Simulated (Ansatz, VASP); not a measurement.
## Two plane-wave programs on GaAs

File INCAR:

```
PREC = Accurate
ENCUT = 520
EDIFF = 1E-6
ISMEAR = 0
SIGMA = 0.05
LREAL = False
LASPH = True
NELM = 80
ALGO = Normal
ISIF = 2
LWAVE = False
LCHARG = False
GGA = RE
NBANDS = 16
```

The input KPOINTS:

```
Automatic mesh
0
Gamma
  8 8 8
```

Contents of POSCAR:

```
GaAs
1.0
    0.0000000000      2.8560260929      2.8560260929
    2.8560260929      0.0000000000      2.8560260929
    2.8560260929      2.8560260929      0.0000000000
Ga As
1 1
Direct
    0.0000000000      0.0000000000      0.0000000000
    0.7500000000      0.7500000000      0.7500000000
```

Input for Ansatz:

```yaml
crystal:
  lattice:
    - [0.0, 2.8560260929, 2.8560260929]
    - [2.8560260929, 0.0, 2.8560260929]
    - [2.8560260929, 2.8560260929, 0.0]
  atoms:
    - { symbol: Ga, position: [0.0, 0.0, 0.0] }
    - { symbol: As, position: [0.75, 0.75, 0.75] }
basis:
  ecutwfc: 420
  ecutrho_ratio: 4
kpoints:
  mp_grid: { grid: [8, 8, 8] }
hamiltonian:
  xc: revpbe
scf:
  occupations: { method: gaussian, width: 0.05 }
output:
  forces: true
  stress: true
  eigenvalues: true
```

Alike in both runs: task single point; functional revPBE; k mesh 8 × 8 × 8; occupations gaussian, width 0.05 eV; no spin polarisation.

|  | VASP | Ansatz |
| --- | --- | --- |
| version | VASP 6.6.1 | Ansatz 0.2.0 |
| potentials or method | VASP PAW PBE potentials, release 64 (Ga_d, As) | scalar-relativistic, plane waves, PAW |
| plane-wave cutoff (eV) | 520 | 420 |
| valence electrons in the cell | 18 | 28 |

|  | VASP | Ansatz | Ansatz less VASP |
| --- | --- | --- | --- |
| gap on the k mesh at the Fermi level (eV) | 0.38 | 0.38 | -0.004 |
| least direct gap on the mesh (eV) | 0.38 | 0.38 | -0.004 |
| pressure (GPa) | 2.6 | 2.4 | -0.13 |

The functional is the same, so the differences come from potentials, cutoffs and numerics. The two sets of potentials don't hold the same shells in valence.

Caveats: the PAW data sets were made with another functional, which shifts forces and pressure a little (VASP).
